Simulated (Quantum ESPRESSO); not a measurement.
PtS2:

```
Pt S
1.0
     3.54320    0.00000    0.00000
    -1.77160    3.06850    0.00000
     0.00000    0.00000    5.03880
Pt S
1 2
Direct
  0.00000 0.00000 0.00000
  0.66667 0.33333 0.77300
  0.33333 0.66667 0.22700
```

Base run:

* Program: Quantum ESPRESSO 7.5
* Functional: AM05
* Potentials or basis: PseudoDojo 0.4.1 SR PBE standard
* Cutoff: 1143 eV
* Density cutoff: 4572 eV
* k mesh: 9 × 9 × 5
* Occupations: fermi-dirac, width 0.05 eV
* Spin: no spin polarisation

Its results: band gap on the k mesh 0.97 eV, indirect (least direct gap 1.01 eV); pressure 6.3 GPa; largest force 0.805 eV/Å.

Question: After a change of settings the same cell gave: band gap on the k mesh 1.06 eV, indirect (least direct gap 1.10 eV); pressure 13.1 GPa; largest force 1.261 eV/Å. Which change was it?
A. functional from AM05 to PBE; potentials or basis from PseudoDojo 0.4.1 SR PBE standard to SSSP 1.3 efficiency PBE; cutoff from 1143 eV to 748 eV; density cutoff from 4572 eV to 5987 eV; valence electrons from 30 to 28
B. functional from AM05 to PBEsol; potentials or basis from PseudoDojo 0.4.1 SR PBE standard to GBRV 1.5 PBEsol; cutoff from 1143 eV to 612 eV; density cutoff from 4572 eV to 4898 eV; valence electrons from 30 to 28; hubbard projectors from none to ortho-atomic
C. functional from AM05 to revPBE
D. functional from AM05 to PBEsol; potentials or basis from PseudoDojo 0.4.1 SR PBE standard to PseudoDojo 0.4.1 SR PBEsol standard

Answer: C.

revPBE binds less tightly than AM05, so the same cell stands under more pressure.

Caveats: the potentials were made for another functional, which shifts forces and pressure; spin-orbit coupling is left out, which moves the levels of the heavy elements.

Not every run made on this cell is shown here.
